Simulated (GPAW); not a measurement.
Runs of GPAW 26.7.0 on Ge. The cell holds a slab with vacuum, 6 atoms: a = 3.998 Å, b = 3.998 Å, c = 22.430 Å, α = 90.00°, β = 90.00°, γ = 120.00°. The slab is cut from a database's or a generator's crystal, which needn't be the stable form of the element.

| level | potentials or basis | gap on the mesh (eV) | largest force (eV/Å) | work function (eV) |
| --- | --- | --- | --- | --- |
| vdW-DF-cx | GPAW PAW data sets (gpaw-data 1.2.1), pw | none | 0.27 | 4.82 |
| PBEsol | PAW data sets generated in the run's folder for this functional, pw | none | 0.31 | 4.65 |
| RPBE | the program's PAW data sets (release 1.2.1) made for this functional, pw | none | 0.38 | 4.48 |
| r2SCAN | GPAW PAW data sets (gpaw-data 1.2.1), pw | none | (b) | 4.77 |
| LDA | the program's PAW data sets (release 1.2.1) made for this functional, pw | none | 0.31 | 4.83 |
| WC | PAW data sets generated in the run's folder for this functional, pw | none | 0.31 | 4.63 |
| BEEF-vdW | GPAW PAW data sets (gpaw-data 1.2.1), pw | none | 0.34 | 4.82 |
| PBE | GPAW PAW data sets (gpaw-data 1.2.1), pw | none | (a) | 4.58 |

Alike in all rows: task single point; no spin polarisation; cell the (0 0 1) slab of Ge, cut from the database cell, not relaxed; k mesh 8 × 8 × 1; cutoff (eV) 450; smearing fermi-dirac 0.05 eV.

Task: Estimate the missing entries.

Result: (a) 0.36; (b) 0.43.

Caveats: the PAW data sets were made with another functional, which shifts forces and pressure a little (some runs).

A k mesh can miss the band edges, and the runs leave out spin-orbit coupling on Ge.

A gap of «none» marks a metal or a gap under the smearing width.
